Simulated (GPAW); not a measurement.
A run of GPAW 26.7.0:

The input run.py:

```python
import spglib
from ase import Atoms
from ase.eos import EquationOfState
from ase.io import Trajectory, read
from ase.units import GPa
from gpaw import GPAW, PW

atoms = read('ZrC.cif')
cell, positions, numbers = spglib.find_primitive(
    (atoms.cell[:], atoms.get_scaled_positions(), atoms.numbers), symprec=1e-4)
atoms = Atoms(numbers, cell=cell, scaled_positions=positions, pbc=True)

traj = Trajectory('eos.traj', 'w')
volumes, energies = [], []
for x in [0.94, 0.96, 0.98, 1.0, 1.02, 1.04, 1.06]:
    a = atoms.copy()
    a.set_cell(atoms.cell * x**(1 / 3), scale_atoms=True)
    calc = GPAW(mode=PW(800),
                xc='LDA',
                kpts={'size': (8, 8, 8), 'gamma': True},
                occupations={'name': 'fermi-dirac', 'width': 0.05},
                nbands=18,
                convergence={'density': 1e-05, 'energy': 1e-05},
                maxiter=150,
                txt=f'eos-{x:.2f}.txt')
    a.calc = calc
    energies.append(a.get_potential_energy(force_consistent=True))
    volumes.append(a.get_volume())
    p = -a.get_stress()[:3].mean() / GPa
    calc.write(f'eos-{x:.2f}.gpw')
    traj.write(a)
    print(f'{x:.2f} {volumes[-1]:10.4f} A^3 {energies[-1]:14.6f} eV {p:9.3f} GPa', flush=True)

v0, e0, B = EquationOfState(volumes, energies, eos='birchmurnaghan').fit()
print(f'V0 = {v0:.4f} A^3, E0 = {e0:.6f} eV, B0 = {B / GPa:.2f} GPa')
```

File ZrC.cif:

```cif
data_ZrC
_cell_length_a 4.73000000
_cell_length_b 4.73000000
_cell_length_c 4.73000000
_cell_angle_alpha 90.00000000
_cell_angle_beta 90.00000000
_cell_angle_gamma 90.00000000
_space_group_name_H-M_alt 'Fm-3m'
_space_group_name_Hall '-F 4 2 3'
_space_group_IT_number 225
loop_
_space_group_symop_operation_xyz
'x,y,z'
'-x,-y,-z'
'-y,x,z'
'y,-x,-z'
'-x,-y,z'
'x,y,-z'
'y,-x,z'
'-y,x,-z'
'x,-y,-z'
'-x,y,z'
'-y,-x,-z'
'y,x,z'
'-x,y,-z'
'x,-y,z'
'y,x,-z'
'-y,-x,z'
'z,x,y'
'-z,-x,-y'
'z,-y,x'
'-z,y,-x'
'z,-x,-y'
'-z,x,y'
'z,y,-x'
'-z,-y,x'
'-z,x,-y'
'z,-x,y'
'-z,-y,-x'
'z,y,x'
'-z,-x,y'
'z,x,-y'
'-z,y,x'
'z,-y,-x'
'y,z,x'
'-y,-z,-x'
'x,z,-y'
'-x,-z,y'
'-y,z,-x'
'y,-z,x'
'-x,z,y'
'x,-z,-y'
'-y,-z,x'
'y,z,-x'
'-x,-z,-y'
'x,z,y'
'y,-z,-x'
'-y,z,x'
'x,-z,y'
'-x,z,-y'
'x,y+1/2,z+1/2'
'-x,-y+1/2,-z+1/2'
'-y,x+1/2,z+1/2'
'y,-x+1/2,-z+1/2'
'-x,-y+1/2,z+1/2'
'x,y+1/2,-z+1/2'
'y,-x+1/2,z+1/2'
'-y,x+1/2,-z+1/2'
'x,-y+1/2,-z+1/2'
'-x,y+1/2,z+1/2'
'-y,-x+1/2,-z+1/2'
'y,x+1/2,z+1/2'
'-x,y+1/2,-z+1/2'
[... 41 lines left out ...]
'y+1/2,-x,z+1/2'
'-y+1/2,x,-z+1/2'
'x+1/2,-y,-z+1/2'
'-x+1/2,y,z+1/2'
'-y+1/2,-x,-z+1/2'
'y+1/2,x,z+1/2'
'-x+1/2,y,-z+1/2'
'x+1/2,-y,z+1/2'
'y+1/2,x,-z+1/2'
'-y+1/2,-x,z+1/2'
'z+1/2,x,y+1/2'
'-z+1/2,-x,-y+1/2'
'z+1/2,-y,x+1/2'
'-z+1/2,y,-x+1/2'
'z+1/2,-x,-y+1/2'
'-z+1/2,x,y+1/2'
'z+1/2,y,-x+1/2'
'-z+1/2,-y,x+1/2'
'-z+1/2,x,-y+1/2'
'z+1/2,-x,y+1/2'
'-z+1/2,-y,-x+1/2'
'z+1/2,y,x+1/2'
'-z+1/2,-x,y+1/2'
'z+1/2,x,-y+1/2'
'-z+1/2,y,x+1/2'
'z+1/2,-y,-x+1/2'
'y+1/2,z,x+1/2'
'-y+1/2,-z,-x+1/2'
'x+1/2,z,-y+1/2'
'-x+1/2,-z,y+1/2'
'-y+1/2,z,-x+1/2'
'y+1/2,-z,x+1/2'
'-x+1/2,z,y+1/2'
'x+1/2,-z,-y+1/2'
'-y+1/2,-z,x+1/2'
'y+1/2,z,-x+1/2'
'-x+1/2,-z,-y+1/2'
'x+1/2,z,y+1/2'
'y+1/2,-z,-x+1/2'
'-y+1/2,z,x+1/2'
'x+1/2,-z,y+1/2'
'-x+1/2,z,-y+1/2'
'x+1/2,y+1/2,z'
'-x+1/2,-y+1/2,-z'
'-y+1/2,x+1/2,z'
'y+1/2,-x+1/2,-z'
'-x+1/2,-y+1/2,z'
'x+1/2,y+1/2,-z'
'y+1/2,-x+1/2,z'
'-y+1/2,x+1/2,-z'
'x+1/2,-y+1/2,-z'
'-x+1/2,y+1/2,z'
'-y+1/2,-x+1/2,-z'
'y+1/2,x+1/2,z'
'-x+1/2,y+1/2,-z'
'x+1/2,-y+1/2,z'
'y+1/2,x+1/2,-z'
'-y+1/2,-x+1/2,z'
'z+1/2,x+1/2,y'
'-z+1/2,-x+1/2,-y'
'z+1/2,-y+1/2,x'
'-z+1/2,y+1/2,-x'
'z+1/2,-x+1/2,-y'
'-z+1/2,x+1/2,y'
'z+1/2,y+1/2,-x'
'-z+1/2,-y+1/2,x'
'-z+1/2,x+1/2,-y'
'z+1/2,-x+1/2,y'
'-z+1/2,-y+1/2,-x'
'z+1/2,y+1/2,x'
'-z+1/2,-x+1/2,y'
'z+1/2,x+1/2,-y'
'-z+1/2,y+1/2,x'
'z+1/2,-y+1/2,-x'
'y+1/2,z+1/2,x'
'-y+1/2,-z+1/2,-x'
'x+1/2,z+1/2,-y'
'-x+1/2,-z+1/2,y'
'-y+1/2,z+1/2,-x'
'y+1/2,-z+1/2,x'
'-x+1/2,z+1/2,y'
'x+1/2,-z+1/2,-y'
'-y+1/2,-z+1/2,x'
'y+1/2,z+1/2,-x'
'-x+1/2,-z+1/2,-y'
'x+1/2,z+1/2,y'
'y+1/2,-z+1/2,-x'
'-y+1/2,z+1/2,x'
'x+1/2,-z+1/2,y'
'-x+1/2,z+1/2,-y'
loop_
_atom_site_label
_atom_site_type_symbol
_atom_site_symmetry_multiplicity
_atom_site_Wyckoff_symbol
_atom_site_fract_x
_atom_site_fract_y
_atom_site_fract_z
_atom_site_occupancy
Zr1 Zr 4 b 0.5000000000 0.0000000000 0.0000000000 1
C1 C 4 a 0.0000000000 0.0000000000 0.0000000000 1
```

Potentials or basis: the program's PAW data sets (release 1.2.1) made for this functional, pw.

Run with:

```bash
$ OMP_NUM_THREADS=1 python run.py
```

Hardware: 1 thread of Arm Neoverse V1, on a shared host.

How long does it take, and how much memory?

Run time: 110 s on 1 thread of Arm Neoverse V1, on a shared host, peak memory 0.26 GiB. Counts: scf iterations 63, plane waves 1303, bands 18, k points 29.
